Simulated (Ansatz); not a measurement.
Equation of state of TiNi under PBEsol

It takes space group Pm-3m (No. 221, cubic). The conventional cell has a = 2.988 Å, b = 2.988 Å, c = 2.988 Å, α = 90.00°, β = 90.00°, γ = 90.00°. Ni (site symmetry m-3m) is surrounded by 8 Ti at 2.59 Å. Around Ti (site symmetry m-3m) lie 8 Ni at 2.59 Å.

The cell comes from a database or a generator and needn't be the stable form of this composition.

The cell was scaled at fixed shape and fractions and run with Ansatz, PseudoDojo stringent, cutoff 1415 eV; PBEsol, k mesh 9 × 9 × 9 on the cell of 2 atoms, fermi-dirac occupations of 0.05 eV, collinear spin, ferromagnetic start, no spin-orbit coupling. The potentials were made for PBE. Energies are those that the program minimises, any entropy of the smearing included. For a metal such a mesh isn't converged to the digits shown. The magnetic state is the one that the start led to, which needn't be the lowest.

| V (Å³/atom) | energy over the lowest row (meV/atom) |
| --- | --- |
| 12.5392 | 14.22 |
| 12.8060 | 3.76 |
| 13.0727 | 0.00 |
| 13.3395 | ? |
| 13.6063 | 9.97 |
| 13.8731 | 22.53 |
| 14.1399 | 39.47 |

Task: Fit the third-order Birch-Murnaghan form, give V0, B0 and B′, and predict the energy left open.

Result: With y = (V0/V)^(2/3), E = E0 + (9 V0 B0/16) [(y - 1)³ B′ + (y - 1)² (6 - 4y)]. Least squares through the rows shown give V0 = 13.1009 Å³/atom, E0 = -0.03 meV, B0 = 175.6 GPa (1 eV/Å³ = 160.218 GPa) and B′ = 4.25, with a largest miss of 0.01 meV. At V = 13.3395 the form with these constants gives 2.28 meV; the run gave 2.27 meV an atom. Other set-ups at this level, from all their volumes (Å³/atom, GPa): Ansatz, Ansatz PAW (made for PBE): V0 13.100, B0 175.7; Ansatz, JTH PAW (made for PBE): V0 13.145, B0 174.7; Ansatz, PseudoDojo standard (made for PBE): V0 13.100, B0 175.5; Ansatz, Ansatz PAW (files of its older set among them) (made for PBE): V0 13.097, B0 175.8.
